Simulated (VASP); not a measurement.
# CdTe (F-43m) in VASP: band structure with HF

Aim: the band structure of CdTe with HF.

Everything below comes from runs of VASP 6.6.1. Logs are shortened: lines on timing, memory, paths and dates and some standing lists are left out, and cuts for length are marked.

**Measured values to compare with.**

A printed reference work, data compilation reports, for a bulk crystal of CdTe at 0 K: band gap 1.607 eV.

The runs below are set against these values where they give the same quantity.

### 1 The crystal as given

It takes space group F-43m (No. 216, cubic). Conventional cell: a = 6.625 Å, b = 6.625 Å, c = 6.625 Å, α = 90.00°, β = 90.00°, γ = 90.00°. Cd (site symmetry -43m) is surrounded by 4 Te at 2.87 Å. Te (site symmetry -43m) has 4 Cd at 2.87 Å as nearest neighbours.

### 2 Band structure, HF

POSCAR

```
CdTe                                    
1.0
    0.0000000000      3.3125746679      3.3125746679
    3.3125746679      0.0000000000      3.3125746679
    3.3125746679      3.3125746679      0.0000000000
  Cd              Te            
     1     1
Direct
     1.0000000000000000    0.0000000000000000    0.0000000000000000
     0.2500000000000000    0.2500000000000000    0.2500000000000000
```

INCAR.step1

```
PREC = Accurate
ENCUT = 520
EDIFF = 1E-5
ISMEAR = 0
SIGMA = 0.02
LREAL = F
LASPH = T
NELM = 60
ALGO = Normal
ISIF = 2
LWAVE = T
LCHARG = F
KPAR = 4
GGA = PE
```

INCAR.step2

```
PREC = Accurate
ENCUT = 520
EDIFF = 1E-7
ISMEAR = 0
SIGMA = 0.02
LREAL = F
LASPH = T
NELM = 60
ALGO = Normal
ISIF = 2
LWAVE = F
LCHARG = F
GGA = PE
LHFCALC = T
AEXX = 1.0
ALDAC = 0.0
AGGAC = 0.0
PRECFOCK = Fast
HFRCUT = -1
KPAR = 4
ISTART = 1
```

KPOINTS

```
regular mesh
0
Gamma
  6 6 6
```

KPOINTS_OPT

```
path GXWKGLUWLK,UX
10
line-mode
reciprocal
 0.0000000000  0.0000000000  0.0000000000  G
 0.5000000000  0.0000000000  0.5000000000  X

 0.5000000000  0.0000000000  0.5000000000  X
 0.5000000000  0.2500000000  0.7500000000  W

 0.5000000000  0.2500000000  0.7500000000  W
 0.3750000000  0.3750000000  0.7500000000  K

 0.3750000000  0.3750000000  0.7500000000  K
 0.0000000000  0.0000000000  0.0000000000  G

 0.0000000000  0.0000000000  0.0000000000  G
 0.5000000000  0.5000000000  0.5000000000  L

 0.5000000000  0.5000000000  0.5000000000  L
 0.6250000000  0.2500000000  0.6250000000  U

 0.6250000000  0.2500000000  0.6250000000  U
 0.5000000000  0.2500000000  0.7500000000  W

 0.5000000000  0.2500000000  0.7500000000  W
 0.5000000000  0.5000000000  0.5000000000  L

 0.5000000000  0.5000000000  0.5000000000  L
 0.3750000000  0.3750000000  0.7500000000  K

 0.6250000000  0.2500000000  0.6250000000  U
 0.5000000000  0.0000000000  0.5000000000  X
```

Potentials or basis: VASP PAW PBE potentials, release 64 (Cd, Te).

Launch:

```console
$ cat potpaw_PBE.64/Cd/POTCAR potpaw_PBE.64/Te/POTCAR > POTCAR
$ cp INCAR.step1 INCAR
$ mpirun -np 4 vasp_std > vasp.out
$ cp INCAR.step2 INCAR
$ mpirun -np 4 vasp_std > vasp.out
```

OUTCAR:

```text
PREC = Accurate
   ENCUT = 520
   EDIFF = 1E-7
   ISMEAR = 0
   LREAL = F
   LASPH = T
   NELM = 60
   ISIF = 2
   GGA = PE
   LHFCALC = T
   AEXX = 1.0
   PRECFOCK = Fast
   ISTART = 1

 ion  position               nearest neighbor table
   1  0.000  0.000  0.000-   2 2.87   2 2.87   2 2.87   2 2.87
   2  0.250  0.250  0.250-   1 2.87   1 2.87   1 2.87   1 2.87

  LATTYP: Found a face centered cubic cell.
 ALAT       =     6.6251493358

  Lattice vectors:

 A1 = (   0.0000000000,   3.3125746679,   3.3125746679)
 A2 = (   3.3125746679,   0.0000000000,   3.3125746679)
 A3 = (   3.3125746679,   3.3125746679,   0.0000000000)

Analysis of symmetry for initial positions (statically):
=====================================================================
 Subroutine PRICEL returns:
 Original cell was already a primitive cell.

 Routine SETGRP: Setting up the symmetry group for a
 face centered cubic supercell.

 Subroutine GETGRP returns: Found 24 space group operations
 (whereof 24 operations were pure point group operations)
 out of a pool of 48 trial point group operations.

The static configuration has the point symmetry T_d .

Analysis of symmetry for dynamics (positions and initial velocities):
=====================================================================
 Subroutine PRICEL returns:
 Original cell was already a primitive cell.

 Routine SETGRP: Setting up the symmetry group for a
 face centered cubic supercell.

 Subroutine GETGRP returns: Found 24 space group operations
 (whereof 24 operations were pure point group operations)
 out of a pool of 48 trial point group operations.

The dynamic configuration has the point symmetry T_d .

 Subroutine INISYM returns: Found 24 space group operations
 (whereof 24 operations are pure point group operations),
 and found     1 'primitive' translations

----------------------------------------------------------------------------------------

                                     Primitive cell

  volume of cell :      72.6988

  direct lattice vectors                    reciprocal lattice vectors
     0.000000000  3.312574668  3.312574668    -0.150939994  0.150939994  0.150939994
     3.312574668  0.000000000  3.312574668     0.150939994 -0.150939994  0.150939994
     3.312574668  3.312574668  0.000000000     0.150939994  0.150939994 -0.150939994

  length of vectors
     4.684688022  4.684688022  4.684688022     0.261435738  0.261435738  0.261435738

  position of ions in fractional coordinates (direct lattice)
     0.000000000  0.000000000  0.000000000
     0.250000000  0.250000000  0.250000000

  ion indices of the primitive-cell ions
   primitive index   ion index
                 1           1
                 2           2

----------------------------------------------------------------------------------------

 KPOINTS: regular mesh

Automatic generation of k-mesh.
 Grid dimensions read from file:
 generate k-points for:    6    6    6

 Generating k-lattice:

  Cartesian coordinates                     Fractional coordinates (reciprocal lattice)
    -0.025156666  0.025156666  0.025156666     0.166666667  0.000000000  0.000000000
     0.025156666 -0.025156666  0.025156666     0.000000000  0.166666667  0.000000000
     0.025156666  0.025156666 -0.025156666     0.000000000  0.000000000  0.166666667

  Length of vectors
     0.043572623  0.043572623  0.043572623

  Shift w.r.t. Gamma in fractional coordinates (k-lattice)
     0.000000000  0.000000000  0.000000000

 Subroutine IBZKPT returns following result:
 ===========================================

 Found     16 irreducible k-points:

 Following reciprocal coordinates:
            Coordinates               Weight
  0.000000  0.000000  0.000000      1.000000
  0.166667  0.000000  0.000000      8.000000
  0.333333  0.000000  0.000000      8.000000
  0.500000  0.000000  0.000000      4.000000
  0.166667  0.166667  0.000000      6.000000
  0.333333  0.166667  0.000000     24.000000
[... 8 lines left out ...]
 -0.333333  0.333333  0.166667     24.000000
 -0.333333  0.500000  0.166667     12.000000
   k-points           NKPTS =     16   k-points in BZ     NKDIM =    216   number of bands    NBANDS=     13
   number of dos      NEDOS =    301   number of ions     NIONS =      2
   total plane-waves  NPLWV =  46656
   dimension x,y,z NGX =    36 NGY =   36 NGZ =   36
   dimension x,y,z NGXF=    72 NGYF=   72 NGZF=   72
   ions per type =               1   1
   NGX,Y,Z   is equivalent  to a cutoff of  12.78, 12.78, 12.78 a.u.
   NGXF,Y,Z  is equivalent  to a cutoff of  25.55, 25.55, 25.55 a.u.
 SYSTEM =  unknown system
   PREC   = accura    normal or accurate (medium, high low for compatibility)
   ISTART =      1    job   : 0-new  1-cont  2-samecut
   ICHARG =      0    charge: 1-file 2-atom 10-const
   ISPIN  =      1    spin polarized calculation?
   LNONCOLLINEAR =      F non collinear calculations
   LSORBIT =      F    spin-orbit coupling
   LASPH  =      T    aspherical Exc in radial PAW
   ENCUT  =  520.0 eV  38.22 Ry    6.18 a.u.   8.71  8.71  8.71*2*pi/ulx,y,z
   NELM   =     60;   NELMIN=  2; NELMDL=  0     # of ELM steps
   EDIFF  = 0.1E-06   stopping-criterion for ELM
   LREAL  =      F    real-space projection
   EDIFFG = 0.1E-05   stopping-criterion for IOM
   NSW    =      0    number of steps for IOM
   IBRION =     -1    ionic relax: 0-MD 1-quasi-New 2-CG
   NFREE  =      0    steps in history (QN), initial steepest desc. (CG)
   ISIF   =      2    stress and relaxation
   ISYM   =      3    0-nonsym 1-usesym 2-fastsym
   POTIM  = 0.5000    time-step for ionic-motion
   TEBEG  =    0.0;   TEEND  =   0.0 temperature during run
   PSTRESS=    0.0 pullay stress
   NELECT =      18.0000    total number of electrons
   NUPDOWN=      -1.0000    fix difference up-down
   EMIN   =  10.00;   EMAX   =-10.00  energy-range for DOS
   EFERMI =   0.00;   METHOD = LEGACY
   ISMEAR =     0;   SIGMA  =   0.02  broadening in eV -4-tet -1-fermi 0-gaus
   EFERMI_NEDOS =   21; number of points for ismear=-14 and -15
   IALGO  =     38    algorithm
   IMIX   =      1    mixing-type and parameters
     AMIX     =   0.40;   BMIX     =  1.00
     AMIX_MAG =   1.60;   BMIX_MAG =  1.00
  volume/ion in A,a.u.               =      36.35       245.30
  Fermi-wavevector in a.u.,A,eV,Ry     =   1.027993  1.942624 14.378212  1.056769
  Thomas-Fermi vector in A             =   2.161966
   LORBIT       =      0    0 simple, 1 ext, 2 COOP (PROOUT), +10 PAW based schemes
   GGA     = PE    functional components
   LHFCALC =     T    Hartree Fock is set to
   PRECFOCK=fast      Normal, Fast or Accurate (Low or Medium for compatibility)
   ENCUT4O =  -1.0   cutoff for four orbital integrals eV
   NKREDX  =     1    reduce k-point grid by
   NKREDY  =     1    reduce k-point grid by
   NKREDZ  =     1    reduce k-point grid by
   AEXX    =    1.0000 exact exchange contribution
   HFSCREEN=    0.0000 screening length (either q_TF or 0.3 A-1)
   HFSCREENC=   0.0000 screening length for correlation (either q_TF or 0.3 A-1)
   ENCUTFOCK=  -1.0 apply spherical cutoff to Coloumb kernel
   IVDW    =     0    specifies the selected vdW correction
   LEPSILON=     F    determine dielectric tensor
   LRPA    =     F    only Hartree local field effects (RPA)
 non-spin polarized calculation
 Gauss-broadening in eV      SIGMA  =   0.02
  energy-cutoff  :      520.00
  volume of cell :       72.70
 maximum number of plane-waves:      1980
  NGX = 20; NGY = 20; NGZ = 20

 number of electron      18.0000006 magnetization

 Free energy of the ion-electron system (eV)
  ---------------------------------------------------
  ext. energy  EPLUGINS =         0.00000000
  ---------------------------------------------------
  free energy    TOTEN  =       -12.39738788 eV

  energy without entropy =      -12.39738788  energy(sigma->0) =      -12.39738788

 E-fermi :  -0.6721     XC(G=0):   0.0000

 val. band max:       -0.7578012845   @ k =   0.0000   0.0000   0.0000
 cond. band min:       5.5858052695   @ k =   0.0000   0.0000   0.0000
 fundamental gap:      6.3436065540
 Fermi energy:        -0.6721486259

 k-point     1 :       0.0000    0.0000    0.0000
  band No.  band energies     occupation
      1     -15.0311      2.00000
      2     -14.0025      2.00000
      3     -14.0025      2.00000
      4     -14.0025      2.00000
      5     -13.7571      2.00000
      6     -13.7571      2.00000
      7      -0.7578      2.00000
      8      -0.7578      2.00000
      9      -0.7578      2.00000
     10       5.5858      0.00000
     11      10.6919      0.00000
     12      10.6919      0.00000
     13      10.6919      0.00000

 k-point     2 :       0.1667    0.0000    0.0000
  band No.  band energies     occupation
      1     -15.0203      2.00000
      2     -13.9878      2.00000
      3     -13.9878      2.00000
      4     -13.7783      2.00000
      5     -13.7584      2.00000
      6     -13.7584      2.00000
      7      -2.4916      2.00000
      8      -1.0025      2.00000
      9      -1.0025      2.00000
     10       6.7265      0.00000
     11      10.5636      0.00000
     12      11.0807      0.00000
     13      11.0807      0.00000

 k-point     3 :       0.3333    0.0000    0.0000
  band No.  band energies     occupation
      1     -15.0235      2.00000
      2     -13.9604      2.00000
      3     -13.9604      2.00000
      4     -13.7577      2.00000
      5     -13.7577      2.00000
      6     -13.2019      2.00000
      7      -4.8869      2.00000
      8      -1.4371      2.00000
      9      -1.4371      2.00000
     10       7.1940      0.00000
     11      11.2972      0.00000
     12      11.2972      0.00000
     13      11.9913      0.00000
[... 177 lines left out ...]
 k-point    15 :      -0.3333    0.3333    0.1667
  band No.  band energies     occupation
      1     -15.0304      2.00000
      2     -13.9154      2.00000
      3     -13.9046      2.00000
      4     -13.7769      2.00000
      5     -13.7571      2.00000
      6     -12.5358      2.00000
      7      -5.5109      2.00000
      8      -3.4872      2.00000
      9      -2.5389      2.00000
     10       9.4314      0.00000
     11      10.0917      0.00000
     12      11.7953      0.00000
     13      13.1366      0.00000

 k-point    16 :      -0.3333    0.5000    0.1667
  band No.  band energies     occupation
      1     -15.0318      2.00000
      2     -13.8977      2.00000
      3     -13.8876      2.00000
      4     -13.7938      2.00000
      5     -13.7505      2.00000
      6     -12.4374      2.00000
      7      -5.5636      2.00000
      8      -3.3445      2.00000
      9      -3.1104      2.00000
     10       9.0022      0.00000
     11       9.7194      0.00000
     12      12.2634      0.00000
     13      13.1886      0.00000

------------------------ aborting loop because EDIFF is reached ----------------------------------------

  FORCE on cell =-STRESS in cart. coord.  units (eV):
  Direction    XX          YY          ZZ          XY          YZ          ZX
  --------------------------------------------------------------------------------------
  -------------------------------------------------------------------------------------
  Total        0.4185921      0.4185921      0.4185921     -0.0000000      0.0000000     -0.0000000
  in kB        9.2251751      9.2251751      9.2251751     -0.0000000      0.0000000     -0.0000000
  external PRESSURE =       9.2251751 kB  Pullay stress =       0.0000000 kB

 VOLUME and BASIS-vectors are now :
 -----------------------------------------------------------------------------
  energy-cutoff  :      520.00
  volume of cell :       72.70
      direct lattice vectors                 reciprocal lattice vectors
     0.000000000  3.312574668  3.312574668    -0.150939994  0.150939994  0.150939994
     3.312574668  0.000000000  3.312574668     0.150939994 -0.150939994  0.150939994
     3.312574668  3.312574668  0.000000000     0.150939994  0.150939994 -0.150939994

 POSITION                                       TOTAL-FORCE (eV/Angst)
 -----------------------------------------------------------------------------------
      0.00000      0.00000      0.00000         0.000000      0.000000      0.000000
      1.65629      1.65629      1.65629        -0.000000     -0.000000     -0.000000
 -----------------------------------------------------------------------------------
    total drift:                               -0.000002     -0.000002     -0.000002

  FREE ENERGIE OF THE ION-ELECTRON SYSTEM (eV)
  ---------------------------------------------------
  free  energy   TOTEN  =       -12.3973878827 eV

  energy  without entropy=      -12.3973878827  energy(sigma->0) =      -12.39738788
```

Run time: 62 min. Hardware: 4 MPI ranks of Intel Xeon Platinum 8488C (Sapphire Rapids), shared host; peak memory 0.33 GiB.

Results:

| Quantity | Value |
| --- | --- |
| Free energy | -12.3974 eV |
| Pressure | 0.9 GPa |
| Band gap on the k mesh | 6.34 eV, direct |
| Band gap along the path | 6.34 eV, direct |

Levels at the corners of the path, in eV from the valence-band top:
| point | band 6 | band 7 | band 8 | band 9 | band 10 | band 11 | band 12 | band 13 |
| --- | --- | --- | --- | --- | --- | --- | --- | --- |
| Γ | -13.00 | 0.00 | 0.00 | 0.00 | 6.34 | 11.45 | 11.45 | 11.45 |
| X | -11.72 | -5.00 | -2.14 | -2.14 | 8.44 | 9.15 | 15.93 | 16.16 |
| X | -11.72 | -5.00 | -2.14 | -2.14 | 8.44 | 9.15 | 15.91 | 16.15 |
| W | -11.66 | -4.72 | -2.75 | -2.42 | 10.83 | 11.34 | 11.69 | 12.91 |
| W | -11.66 | -4.72 | -2.75 | -2.42 | 10.83 | 11.34 | 11.69 | 12.91 |
| K | -11.71 | -4.79 | -2.95 | -1.76 | 9.07 | 11.16 | 13.84 | 14.36 |
| K | -11.71 | -4.79 | -2.95 | -1.76 | 9.07 | 11.16 | 13.80 | 14.34 |
| Γ | -13.00 | 0.00 | 0.00 | 0.00 | 6.34 | 11.45 | 11.45 | 11.45 |
| Γ | -13.00 | 0.00 | 0.00 | 0.00 | 6.34 | 11.45 | 11.45 | 11.45 |
| L | -12.06 | -5.17 | -0.88 | -0.88 | 7.88 | 11.93 | 11.93 | 13.63 |
| L | -12.06 | -5.17 | -0.88 | -0.88 | 7.88 | 11.93 | 11.93 | 13.63 |
| U | -11.71 | -4.79 | -2.95 | -1.76 | 9.07 | 11.16 | 13.75 | 14.37 |
| U | -11.71 | -4.79 | -2.95 | -1.76 | 9.07 | 11.16 | 13.86 | 14.38 |
| W | -11.66 | -4.72 | -2.75 | -2.42 | 10.83 | 11.34 | 11.69 | 12.91 |
| W | -11.66 | -4.72 | -2.75 | -2.42 | 10.83 | 11.34 | 11.69 | 12.91 |
| L | -12.06 | -5.17 | -0.88 | -0.88 | 7.88 | 11.93 | 11.93 | 13.63 |
| L | -12.06 | -5.17 | -0.88 | -0.88 | 7.88 | 11.93 | 11.93 | 13.63 |
| K | -11.71 | -4.79 | -2.95 | -1.76 | 9.07 | 11.16 | 13.78 | 14.47 |
| U | -11.71 | -4.79 | -2.95 | -1.76 | 9.07 | 11.16 | 13.74 | 14.37 |
| X | -11.72 | -5.00 | -2.14 | -2.14 | 8.44 | 9.15 | 15.87 | 16.16 |

Caveat: the PAW data sets were made with another functional, which shifts forces and pressure a little; spin-orbit coupling is left out, which moves the levels of the heavy elements.

### 3 Comparison with measurements

Step 2. A measured gap of CdTe is 1.607 eV (0 K; a printed reference work, data compilation); the calculated 6.34 eV misses it by +4.74 eV. So large a miss can be the level of theory's own, or it may mean another phase, state or a wrong row. Spin-orbit coupling on Cd, Te is left out. The value is that of HF, without temperature or zero-point motion.
